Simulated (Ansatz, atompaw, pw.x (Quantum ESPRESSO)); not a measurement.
## Ru: does the PAW (atompaw) potential hold in the solid?

ruthenium, PAW, made with atompaw 4.2.0.5 (PBEsol, scalar-relativistic). Core [Kr], reference 4d7 5s1 5p0. Waves: 5s (bound): rc 3.00 bohr; 5s channel at 0.45 Ry: rc 3.00 bohr; 5p (bound, empty): rc 3.00 bohr; 5p channel at 2.45 Ry: rc 3.00 bohr; 4d (bound): rc 3.00 bohr; 4d channel at -0.05 Ry: rc 3.00 bohr. Local part: bessel scheme, radius 2.70 bohr. Core correction: smooth core density matched at 2.30 bohr. Augmentation charge: sinc compensation charge, radius 2.30 bohr; PAW radius 3.00 bohr; waves and projectors: custom rrkj gramschmidtortho.

Crystal test: fcc Ru in pw.x 7.5, no spin, 15³ k-points, Fermi–Dirac smearing 0.01 Ry, cutoffs 40/400 Ry. The reference is all-electron LAPW (Ansatz 0.2.0) with the same functional, mesh and smearing; V0 and B0 come from Birch–Murnaghan fits to the pressures at five volumes. Errors are pseudo minus all-electron; Δ is the rms difference of the E(V) curves that follow from these fits, minima aligned, over ±6 % about the mean V0. Mesh and smearing are coarse, so the numbers serve the comparison and aren't converged zero-temperature values; the lattice is a test structure that the element need not adopt.

```
V (Å³/atom)  P all-electron (GPa)  P pseudo (GPa)
     12.682                 21.13           48.86
     13.016                 10.45           33.95
     13.350                  1.19           21.19
     13.684                 -6.81           10.36
     14.018                -13.74            1.11
```

All-electron: a0 = 3.770 Å (V0 = 13.40 Å³/atom), B0 = 338.1 GPa.

Pseudopotential: mean pressure error (GPa): +20.65. The pressure does not cross zero within the volumes sampled, so no fit is given. The largest radius (3.00 bohr) exceeds half the bond length (2.52 bohr), so the spheres overlap, which is one possible source of error among others. This is a poor potential for the solid.

Problem. At the middle volume, how do free energy and pressure move when the wave cutoff is lowered (ecutrho held at 400 Ry)?

Solution.

```tsv
cutoff (Ry)	shift of F (meV/atom)	shift of P (GPa)
18	+33.5	-1.06
24	+16.4	-0.31
32	+2.7	+0.12
```

The run at the middle volume (120 k-points, 8 iterations) took about 6 s on one core of a shared host (AMD EPYC 9R45 96-Core Processor, 96 threads, 376 GiB, load 28).
